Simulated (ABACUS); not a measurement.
A run of ABACUS 3.10.1 is set up as follows.

Contents of INPUT:

```
INPUT_PARAMETERS
suffix              BaTiO3
calculation         scf
basis_type          pw
pseudo_dir          ./
symmetry            1
dft_functional      pbesol
ecutwfc             84
pseudo_rcut         7
nspin               1
nbands              24
ks_solver           dav
smearing_method     fd
smearing_sigma      0.00367493
scf_thr             1e-08
scf_nmax            100
mixing_type         broyden
mixing_beta         0.7
cal_force           1
cal_stress          1
out_chg             1
out_pot             2
out_elf             1
```

STRU

```
ATOMIC_SPECIES
Ba 137.3270 Ba.upf
Ti 47.8670 Ti.upf
O 15.9990 O.upf

LATTICE_CONSTANT
1.8897261246

LATTICE_VECTORS
2.8273666084 1.6323808724 2.3183934932
-2.8273666084 1.6323808724 2.3183934932
0.0000000000 -3.2647617449 2.3183934932

ATOMIC_POSITIONS
Direct

Ba
0.0
1
-0.0126770000 -0.0079790000 0.0071180000 1 1 1

Ti
0.0
1
0.4831240000 0.4725880000 0.4820330000 1 1 1

O
0.0
3
0.5105020000 0.0092900000 0.5165310000 1 1 1
0.0211820000 0.5202550000 0.5135860000 1 1 1
0.5107760000 0.5139200000 0.0142200000 1 1 1
```

The input KPT:

```
K_POINTS
0
Gamma
7 7 7 0 0 0
```

Potentials or basis: PseudoDojo NC SR 0.4.1 PBEsol standard, plane waves.

Command:

```console
$ OMP_NUM_THREADS=1 mpirun -np 4 abacus > log
```

Q: Predict the largest force.

A: 0.507 eV/Å.

Q: Predict the band gap on the k mesh.

A: 2.57 eV, indirect (least direct gap 2.97 eV).

Q: Estimate the pressure.

A: -0.7 GPa.

Stress tensor (GPa, compression positive):
```
-0.90  0.25 -0.07
 0.25 -1.15  0.45
-0.07  0.45  0.04
```

Caveat: this release of the barium file is off; there are fewer bands than atomic start orbitals, so a level may be missed at k points of high symmetry; spin-orbit coupling is left out, which moves the levels of the heavy elements; an odd mesh through Γ misses points on the zone boundary, where band edges often lie.
